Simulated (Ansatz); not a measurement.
# Si: the cost of one run

Program: Ansatz 0.2.0. Level of theory: DFT PBEsol, scalar-relativistic, plane waves, PAW. These are calculated values, not measurements.

3 further runs of the same task are left out: 3 set aside as unsound or not needed.

## (1) The structure to begin with

It takes space group Fd-3m (No. 227, cubic). The conventional cell has a = 5.434 Å, b = 5.434 Å, c = 5.434 Å, α = 90.00°, β = 90.00°, γ = 90.00°. Si (site symmetry -43m) has 4 Si at 2.35 Å as nearest neighbours.

Coordinates:

```xyz
2
Lattice="0.0000 2.7168 2.7168 2.7168 0.0000 2.7168 2.7168 2.7168 0.0000" Properties=species:S:1:pos:R:3 pbc="T T T"
Si    2.7168    2.7168    2.7168
Si    4.0751    4.0751    4.0751
```

This cell was relaxed beforehand with the same method: volume 20.05 Å³/atom, gap on the mesh 0.46 eV.

## (2) Phonons at Γ, at rest

input.yaml reads:

```yaml
crystal:
  lattice:
    - [0.0, 2.716752809, 2.716752809]
    - [2.716752809, 0.0, 2.716752809]
    - [2.716752809, 2.716752809, 0.0]
  atoms:
    - { symbol: Si, position: [0.5, 0.5, 0.5] }
    - { symbol: Si, position: [0.75, 0.75, 0.75] }
basis:
  ecutwfc: 420
kpoints:
  mp_grid: { grid: [12, 12, 12] }
hamiltonian:
  xc: pbesol
scf:
  occupations: { method: fixed }
output:
  eigenvalues: true
phonons:
  method: dfpt
  dielectric: true
  rigid_motions: translations
  eigenvectors: true
```

Launch:

```
$ ansatz run input.yaml --threads 1 --pin off --max-ram 3072MiB --backend cpu --events-out ev --progress --plain --runs-dir out
```

**Question.** How long does this run take on 1 thread of Intel Xeon 6975P-C (Granite Rapids), shared host, and how much memory does it need?

About 28 s, with a peak of 0.67 GiB.
